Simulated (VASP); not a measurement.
The system is SiC (Moissanite 3C).

```xyz
2
Lattice="0.0000 2.1790 2.1790 2.1790 0.0000 2.1790 2.1790 2.1790 0.0000" Properties=species:S:1:pos:R:3 pbc="T T T"
Si    0.0000    0.0000    0.0000
C     1.0895    1.0895    1.0895
```

Base run:

| Property | Result |
| --- | --- |
| Program | VASP 6.6.1 |
| Functional | PBE-EpsX |
| Potentials or basis | VASP PAW PBE potentials, release 64 (Si, C) |
| Cutoff | 520 eV |
| k mesh | 6 × 6 × 6 |
| Occupations | gaussian, width 0.03 eV |
| Spin | no spin polarisation |

Its results: band gap on the k mesh 2.26 eV, indirect (least direct gap 5.64 eV); pressure 0.2 GPa.

Q: The run is repeated on the same cell with these changes: functional from PBE-EpsX to PBE0. What comes out?

A: Band gap on the k mesh 2.96 eV, indirect (least direct gap 6.48 eV); pressure -1.9 GPa.

Caveats: the PAW data sets were made with another functional, which shifts forces and pressure a little.
